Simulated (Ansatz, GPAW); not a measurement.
This is a calculation of Sb for GPAW 26.7.0 (ASE script). This isn't the form of Sb at room conditions, which is rhombohedral.

File run.py:

```python
from ase import Atoms
from ase.dft.bandgap import bandgap
from ase.io import write
from ase.units import Bohr, GPa
from gpaw import GPAW, PW, setup_paths
from gpaw.elf import elf_from_dft_calculation

setup_paths.insert(0, '.')

atoms = Atoms(['Sb', 'Sb', 'Sb', 'Sb'],
              cell=[[-4.0300106443, 4.0300106443, 2.0254867038],
                    [4.0300106443, -4.0300106443, 2.0254867038],
                    [4.0300106443, 4.0300106443, -2.0254867038]],
              scaled_positions=[[0.65126306, 0.15126306, 0.80252612],
                                [0.15126306, 0.34873694, 0.5],
                                [0.34873694, 0.84873694, 0.19747388],
                                [0.84873694, 0.65126306, 0.5]],
              pbc=True)

calc = GPAW(mode=PW(600),
            xc='PBEsol',
            kpts={'size': (7, 7, 7), 'gamma': True},
            occupations={'name': 'fermi-dirac', 'width': 0.05},
            nbands=46,
            convergence={'density': 1e-05, 'energy': 1e-05},
            maxiter=150,
            txt='gpaw.txt')
atoms.calc = calc
energy = atoms.get_potential_energy()
forces = atoms.get_forces()
stress = atoms.get_stress()
calc.write('gs.gpw')
write('result.traj', atoms)
print(f'Energy: {energy:.6f} eV')
print('Forces (eV/A):')
print(forces.round(4))
print('Stress (GPa):', (stress / GPa).round(3))
print('Fermi level:', round(calc.get_fermi_level(), 4), 'eV')
print(f'Gap: {bandgap(calc)[0]:.4f} eV, direct: {bandgap(calc, direct=True)[0]:.4f} eV')

# fields on the real-space grid
write('density.cube', atoms, data=calc.get_pseudo_density() * Bohr**3)
write('potential.cube', atoms, data=calc.get_electrostatic_potential())
write('elf.cube', atoms, data=elf_from_dft_calculation(calc).data)
```

Potentials or basis: PAW data sets generated in the run's folder for this functional, pw.

Run with:

```sh
$ gpaw-setup -f PBEsol Sb
$ OMP_NUM_THREADS=1 python run.py
```

Question: Set up the same calculation for Ansatz 0.2.0. Potentials or basis there: all-electron LAPW, scalar-relativistic.

Answer: As run (cutoffs and basis follow the program's own potentials, and thresholds, step limits or extra output files can differ):

The input input.yaml:

```yaml
crystal:
  lattice:
    - [-4.0300106443, 4.0300106443, 2.0254867038]
    - [4.0300106443, -4.0300106443, 2.0254867038]
    - [4.0300106443, 4.0300106443, -2.0254867038]
  atoms:
    - { symbol: Sb, position: [0.65126306, 0.15126306, 0.80252612] }
    - { symbol: Sb, position: [0.15126306, 0.34873694, 0.5] }
    - { symbol: Sb, position: [0.34873694, 0.84873694, 0.19747388] }
    - { symbol: Sb, position: [0.84873694, 0.65126306, 0.5] }
kpoints:
  mp_grid: { grid: [7, 7, 7] }
scf:
  occupations: { method: fermi_dirac, width: 0.05 }
hamiltonian:
  xc: pbesol
  pseudopotentials: { kind: all_electron, lapw: { basis_error: 0.001 } }
output:
  forces: true
  stress: true
  eigenvalues: true
  populations: true
```

Potentials or basis: all-electron LAPW, scalar-relativistic.

The run is started by

```bash
$ ansatz run input.yaml --threads 2 --pin off --max-ram 8192MiB --backend cpu --events-out ev --progress --plain --runs-dir out
```

Both were run:

|  | GPAW | Ansatz |
| --- | --- | --- |
| Pressure | -1.0 GPa | -0.7 GPa |

Where Ansatz's input types no cutoff or centring, it takes its own default and a Γ-centred mesh.

Pressure is positive in compression.
